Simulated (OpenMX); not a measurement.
Crystal: NbP.

```
Nb P
1.0
    -1.67492    1.67492    5.74011
     1.67492   -1.67492    5.74011
     1.67492    1.67492   -5.74011
Nb P
2 2
Direct
  0.24988 0.74988 0.50000
  0.49988 0.49988 0.00000
  0.83275 0.33275 0.50000
  0.08275 0.08275 0.00000
```

The cell is a database's computed one.

- Program: OpenMX 3.8.5
- Task: single point
- Functional: PBE
- Potentials or basis: OpenMX 2013 PBE set, Nb7.0-s3p2d2, P7.0-s2p2d1f1, grid cutoff 400 Ry
- k mesh: 11 × 11 × 11
- Occupations: fermi-dirac, width 0.05 eV
- Spin: no spin polarisation

On this cell: pressure 2.1 GPa; largest force 0.102 eV/Å; band gap on the k mesh none (metal or under the smearing width).

The same run follows on a disturbed copy (atoms moved at random, drawn with an rms of 0.05 Å):

```
Nb P
1.0
    -1.67492    1.67492    5.74011
     1.67492   -1.67492    5.74011
     1.67492    1.67492   -5.74011
Nb P
2 2
Direct
  0.25356 0.73558 0.47828
  0.49819 0.49312 0.98852
  0.84694 0.31408 0.49538
  0.06652 0.07829 0.98995
```

Problem. What changes?

Solution. The energy (extrapolated to zero smearing) moves by +26.5 meV/atom; pressure 2.8 GPa; largest force 1.255 eV/Å; band gap on the k mesh none (metal or under the smearing width).

Forces in eV/Å, atoms in the order of the input:
```
Nb   0.334  0.454 -1.122
Nb   0.179 -0.008 -0.182
P   -0.005 -0.757  0.199
P   -0.514  0.306  1.102
```

Caveats: the basis of atomic orbitals isn't converged, which shifts pressures, moduli and gaps.
